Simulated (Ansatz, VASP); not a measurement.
# Pb in VASP and in Ansatz

INCAR

```
PREC     = Accurate       # precision mode
ENCUT    = 500            # plane-wave cutoff, eV
EDIFF    = 1E-7           # SCF threshold, eV
ISMEAR   = 0              # smearing method
SIGMA    = 0.02           # smearing width, eV
LREAL    = F              # projectors in reciprocal space
LASPH    = T              # aspherical terms in the spheres
NELM     = 60             # most SCF steps
ALGO     = Fast           # electronic algorithm
ISIF     = 2              # what is computed and relaxed
LWAVE    = F              # write WAVECAR
LCHARG   = T              # write CHGCAR
GGA      = RP             # functional
LELF     = T              # ELF
LVHAR    = T            
NBANDS   = 8              # bands
```

File KPOINTS:

```
regular mesh
0
Gamma
  9 9 9
```

Contents of POSCAR:

```
Pb
1.0
    0.0000000000      2.4750200000      2.4750200000
    2.4750200000      0.0000000000      2.4750200000
    2.4750200000      2.4750200000      0.0000000000
Pb
1
Cartesian
    0.0000000000      0.0000000000      0.0000000000
```

The input input.yaml:

```yaml
crystal:
  lattice:
    - [0.0, 2.47502, 2.47502]
    - [2.47502, 0.0, 2.47502]
    - [2.47502, 2.47502, 0.0]
  atoms:
    - { symbol: Pb, position: [0.0, 0.0, 0.0] }
hamiltonian:
  xc: rpbe
  pseudopotentials: { kind: paw }
kpoints:
  mp_grid: { grid: [9, 9, 9] }
scf:
  occupations: { method: gaussian, width: 0.02 }
output:
  forces: true
  stress: true
  eigenvalues: true
```

Alike in both runs: task single point; functional RPBE; k mesh 9 × 9 × 9; occupations gaussian, width 0.02 eV; no spin polarisation.

|  | VASP | Ansatz |
| --- | --- | --- |
| version | VASP 6.6.1 | Ansatz 0.2.0 |
| potentials or method | VASP PAW PBE potentials, release 64 (Pb) | Ansatz PAW |
| plane-wave cutoff (eV) | 500 | 420 |
| valence electrons in the cell | 4 | 14 |

|  | VASP | Ansatz | Ansatz less VASP |
| --- | --- | --- | --- |
| gap on the k mesh at the Fermi level (eV) | none | none | - |
| pressure (GPa) | 3.5 | 3.9 | +0.32 |

A gap of «none» marks a metal or a gap that the smearing closes. The two sets of potentials don't hold the same shells in valence.

Caveats: the PAW data sets were made with another functional, which shifts forces and pressure a little (VASP); the PAW data sets come from PBE, with cores solved anew for the run's functional, which leaves a small shift of forces and pressure (Ansatz). The runs have no spin-orbit coupling, so splittings on Pb are missing.
